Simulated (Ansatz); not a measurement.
**Se: levels along high-symmetry lines**

```yaml
crystal:
  lattice:
    - [4.35517, 0.00000, 0.00000]
    - [-2.17758, 3.77169, 0.00000]
    - [0.00000, 0.00000, 4.94945]
  atoms:
    - { symbol: Se, position: [0.21700, 0.00000, 0.16667] }
    - { symbol: Se, position: [0.00000, 0.21700, 0.83333] }
    - { symbol: Se, position: [0.78300, 0.78300, 0.50000] }
```

Atoms are numbered in the order listed.

The cell comes from COD entry 9008579, which wasn't checked; take it as a given geometry.

The calculation used DFT, PBE, all-electron LAPW, scalar-relativistic in Ansatz 0.2.0.

Numerical set-up: a Γ-centred 8×8×6 k mesh, Fermi–Dirac smearing of 0.03 eV, basis error target 0.5 meV/atom, no spin polarisation.

Points in fractions of the reciprocal vectors of this cell: Γ (0, 0, 0), M (0.5, 0, 0), K (0.333, 0.333, 0), A (0, 0, 0.5), L (0.5, 0, 0.5), H (0.333, 0.333, 0.5). The path joins them by straight lines in the order Γ–M–K–Γ–A–L–H–A–L; legs that retrace an earlier one aren't tabulated. Energies are in eV from the top of the valence band.

(1) Metal or insulator at this level of theory?

(2) Tabulate bands 33 to 39, counted from the lowest band of the run, along the path.

## Answers

(1) An insulator or semiconductor: gap 0.99 eV, indirect from L (0.5, 0, 0.5) to H (0.333, 0.333, 0.5).

(2) 
```csv
k (1/Å),point,band 33,band 34,band 35,band 36,band 37,band 38,band 39
0.00,Γ,-3.79,-2.19,-2.19,-0.41,2.06,2.06,2.44
0.21,,-3.62,-2.18,-1.92,-0.54,1.99,2.06,2.61
0.42,,-3.61,-2.23,-1.81,-0.84,2.06,2.22,3.08
0.62,,-3.58,-2.61,-1.93,-1.01,2.08,2.51,3.86
0.83,M,-3.46,-2.96,-1.96,-1.07,2.08,2.61,4.32
0.95,,-3.40,-2.95,-2.03,-1.17,2.17,2.76,4.26
1.07,,-3.24,-2.94,-2.23,-1.38,2.45,3.10,4.10
1.19,,-3.04,-2.93,-2.49,-1.57,2.84,3.32,3.98
1.31,K,-2.91,-2.91,-2.68,-1.63,3.18,3.18,3.98
1.55,,-3.26,-2.70,-2.28,-1.45,2.62,3.16,3.72
1.79,,-3.45,-2.36,-1.84,-1.04,2.23,2.46,3.16
2.04,,-3.58,-2.20,-1.86,-0.59,2.00,2.06,2.66
2.28,Γ,-3.79,-2.19,-2.19,-0.41,2.06,2.06,2.44
2.43,,-3.76,-2.14,-2.05,-0.54,1.89,1.95,2.29
2.59,,-3.66,-1.99,-1.73,-0.87,1.61,1.64,1.96
2.75,,-3.54,-1.80,-1.39,-1.25,1.38,1.42,1.64
2.91,A,-3.50,-1.57,-1.57,-1.22,1.29,1.43,1.43
3.12,,-3.67,-1.59,-1.47,-1.23,1.42,1.59,1.89
3.33,,-4.00,-1.68,-1.38,-0.95,1.60,2.09,2.71
3.54,,-4.26,-1.81,-1.41,-0.35,1.64,2.61,3.11
3.74,L,-4.36,-1.87,-1.44,0.00,1.56,2.82,3.16
3.86,,-4.48,-1.66,-1.39,0.00,1.50,2.82,3.14
3.98,,-4.72,-1.29,-1.17,-0.01,1.34,2.85,3.09
4.10,,-4.92,-1.21,-0.61,-0.08,1.12,2.89,3.03
4.22,H,-5.02,-1.18,-0.23,-0.23,0.99,2.96,2.96
4.46,,-4.74,-1.26,-0.71,-0.53,1.38,2.76,3.09
4.71,,-4.25,-1.41,-1.14,-1.10,1.54,2.34,2.86
4.95,,-3.75,-1.56,-1.45,-1.24,1.42,1.70,2.00
5.19,A,-3.50,-1.57,-1.57,-1.22,1.29,1.43,1.43
```
